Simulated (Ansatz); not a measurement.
Write a Python script for Ansatz 0.2.0 through its Python package that makes a band structure of EuO, space group Fm-3m. Level of theory: PBE, PAW, the default cutoff (420 eV here), 8×8×8 k-points, cold smearing of 0.15 eV, collinear spin.

```yaml
crystal:
  lattice:
    - [0.00000, 2.57195, 2.57195]
    - [2.57195, 0.00000, 2.57195]
    - [2.57195, 2.57195, 0.00000]
  atoms:
    - { symbol: Eu, position: [0.00000, 0.00000, 0.00000] }
    - { symbol: O, position: [0.50000, 0.50000, 0.50000] }
```

The script, `bands_euo.py`:
```python
import ansatz as az
import numpy as np


def main() -> None:
    vectors = np.array([
        [0.0, 2.57195, 2.57195],
        [2.57195, 0.0, 2.57195],
        [2.57195, 2.57195, 0.0],
    ])
    euo = (
        az.Lattice.of(vectors)
        .atom("Eu", [0.0, 0.0, 0.0])
        .atom("O", [0.5, 0.5, 0.5])
        .moments(Eu=7)
    )

    path = [
        ("K", (0.375, 0.375, 0.75)),
        ("G", (0.0, 0.0, 0.0)),
        ("L", (0.5, 0.5, 0.5)),
        ("W", (0.5, 0.25, 0.75)),
        ("X", (0.5, 0.0, 0.5)),
    ]
    model = (
        euo.calculation()
        .functional("pbe")
        .kpoints(8, 8, 8)
        .occupations("Marzari-Vanderbilt", width=0.15)
        .spin(az.SpinTreatment.COLLINEAR)
        .hubbard("Eu", "f", u=4.4, j=0.9)
        .band_structure([point for _, point in path], intervals=8)
        .scf(extra_bands=6)
    )
    done = model.run(threads=1, backend="cpu")
    summary = done.report

    for key in ("converged", "n_iterations", "n_electrons", "n_kpoints", "n_pw", "n_symmetry_ops", "free_energy_ev", "fermi_energy_ev"):
        print(f"{key:18s} {summary[key]}")

    bands = done.band_structure()
    fermi = bands.fermi_energy_ev
    print(f"zero of the bands: {fermi:.3f} eV, the Fermi level found on the SCF mesh")
    for spin, channel in enumerate(bands.channels):
        levels = channel.eigenvalues_ev - fermi
        crossing = [b for b in range(levels.shape[1]) if levels[:, b].min() < 0 < levels[:, b].max()]
        print(f"channel {spin}: bands that cross the Fermi level on this path:", [b + 1 for b in crossing] or "none")
        shown = crossing or sorted(np.argsort(np.abs(levels).min(axis=0))[:2])
        for k, row in zip(bands.kpoints_frac, levels[:, shown]):
            print(f"{k[0]:7.3f} {k[1]:7.3f} {k[2]:7.3f}  ", " ".join(f"{e:8.3f}" for e in row))


if __name__ == "__main__":
    main()
```

```console
$ python bands_euo.py
DeckWarning: basis.ecutwfc = 420 eV, auto-derived from the records' recommended cutoffs: set by Eu (normal level)
DeckWarning: the band count 18 (scf.n_extra_bands) hosts the net moment |M| = 7.0000 μB (N_el = 23) but caps the reachable moment at 2·n_bands − N_el = 13.0000 μB, below the 19 bands that the [...]
converged          True
n_iterations       14
n_electrons        23.0
n_kpoints          29
n_pw               645
n_symmetry_ops     48
free_energy_ev     -9336.670965930489
fermi_energy_ev    13.27257131574777
zero of the bands: 13.273 eV, the Fermi level found on the SCF mesh
channel 0: bands that cross the Fermi level on this path: [13, 14, 15, 16]
  0.375   0.375   0.750     -0.516   -0.439   -0.286    1.521
  0.328   0.328   0.656     -0.493   -0.417   -0.370    2.507
  0.281   0.281   0.562     -0.462   -0.418   -0.381    3.278
  0.234   0.234   0.469     -0.413   -0.399   -0.327    2.846
  0.188   0.188   0.375     -0.341   -0.332   -0.249    2.583
  0.141   0.141   0.281     -0.251   -0.232   -0.145    2.433
  0.094   0.094   0.188     -0.138   -0.098   -0.028    1.597
  0.047   0.047   0.094     -0.002    0.041    0.068    0.882
  0.000   0.000   0.000      0.105    0.105    0.105    0.547
  0.062   0.062   0.062      0.028    0.067    0.067    0.787
  0.125   0.125   0.125     -0.091   -0.028   -0.028    1.349
  0.188   0.188   0.188     -0.204   -0.142   -0.142    2.104
  0.250   0.250   0.250     -0.295   -0.247   -0.247    2.714
  0.312   0.312   0.312     -0.356   -0.328   -0.328    2.860
  0.375   0.375   0.375     -0.390   -0.384   -0.384    3.003
  0.438   0.438   0.438     -0.416   -0.416   -0.402    3.117
  0.500   0.500   0.500     -0.426   -0.425   -0.404    3.161
  0.500   0.469   0.531     -0.425   -0.425   -0.405    3.162
  0.500   0.438   0.562     -0.425   -0.423   -0.407    3.154
  0.500   0.406   0.594     -0.425   -0.421   -0.410    3.122
  0.500   0.375   0.625     -0.424   -0.420   -0.412    3.054
  0.500   0.344   0.656     -0.423   -0.422   -0.413    2.961
  0.500   0.312   0.688     -0.432   -0.422   -0.414    2.868
  0.500   0.281   0.719     -0.444   -0.423   -0.415    2.799
  0.500   0.250   0.750     -0.452   -0.424   -0.415    2.774
  0.500   0.219   0.719     -0.453   -0.452   -0.380    2.236
  0.500   0.188   0.688     -0.481   -0.451   -0.336    1.735
  0.500   0.156   0.656     -0.503   -0.451   -0.286    1.276
  0.500   0.125   0.625     -0.508   -0.451   -0.232    0.868
  0.500   0.094   0.594     -0.493   -0.451   -0.176    0.517
  0.500   0.062   0.562     -0.465   -0.451   -0.123    0.230
  0.500   0.031   0.531     -0.451   -0.416   -0.084    0.020
  0.500   0.000   0.500     -0.451   -0.380   -0.069   -0.069
channel 1: bands that cross the Fermi level on this path: none
  0.375   0.375   0.750     -3.072    2.114
  0.328   0.328   0.656     -3.124    3.167
  0.281   0.281   0.562     -3.156    3.825
  0.234   0.234   0.469     -3.154    3.361
  0.188   0.188   0.375     -3.115    3.105
  0.141   0.141   0.281     -3.052    3.070
  0.094   0.094   0.188     -2.986    2.443
  0.047   0.047   0.094     -2.938    1.750
  0.000   0.000   0.000     -2.921    1.466
  0.062   0.062   0.062     -2.973    1.661
  0.125   0.125   0.125     -3.114    2.186
  0.188   0.188   0.188     -3.313    2.904
  0.250   0.250   0.250     -3.532    3.270
  0.312   0.312   0.312     -3.737    3.418
  0.375   0.375   0.375     -3.900    3.619
  0.438   0.438   0.438     -4.006    3.807
  0.500   0.500   0.500     -4.041    3.886
  0.500   0.469   0.531     -4.005    3.879
  0.500   0.438   0.562     -3.901    3.851
  0.500   0.406   0.594     -3.746    3.790
  0.500   0.375   0.625     -3.563    3.694
  0.500   0.344   0.656     -3.378    3.577
  0.500   0.312   0.688     -3.221    3.464
  0.500   0.281   0.719     -3.115    3.383
  0.500   0.250   0.750     -3.078    3.354
  0.500   0.219   0.719     -3.073    2.799
  0.500   0.188   0.688     -3.056    2.282
  0.500   0.156   0.656     -3.028    1.814
  0.500   0.125   0.625     -2.992    1.405
  0.500   0.094   0.594     -2.952    1.067
  0.500   0.062   0.562     -2.914    0.812
  0.500   0.031   0.531     -2.886    0.652
  0.500   0.000   0.500     -2.876    0.598
```
(Warnings from the package without file and line, shortened.)

Caveats:
- Absolute energies stand on the zero of these potentials, so only differences at equal settings mean something. A total without «per atom» is that of the cell as typed.
- Open f shells: with a Hubbard U, without spin-orbit coupling; the state reached hangs on the start and needn't be the lowest.
- The computed bands are complete only to about 2.6 eV above the Fermi level.
- For a metal this k-point mesh is coarse: on a finer one energies can move by several to tens of meV an atom and pressures by half a GPa or more, differences at one mesh by less.
- An absolute Fermi energy rests on an arbitrary zero of the periodic potential and has no direct meaning.
- The structure is a deposited one; some such entries were measured under pressure or heat, so a shift against it needn't be the functional's error alone.
- Levels are Kohn-Sham eigenvalues on this mesh, without spin-orbit coupling.
- It ran for 13 s on 1 thread of AMD EPYC 7R43 64-Core Processor (Zen 3), on a shared host, peak memory 0.43 GiB.

(Lines on the test bed's own set-up are left out of the output.)
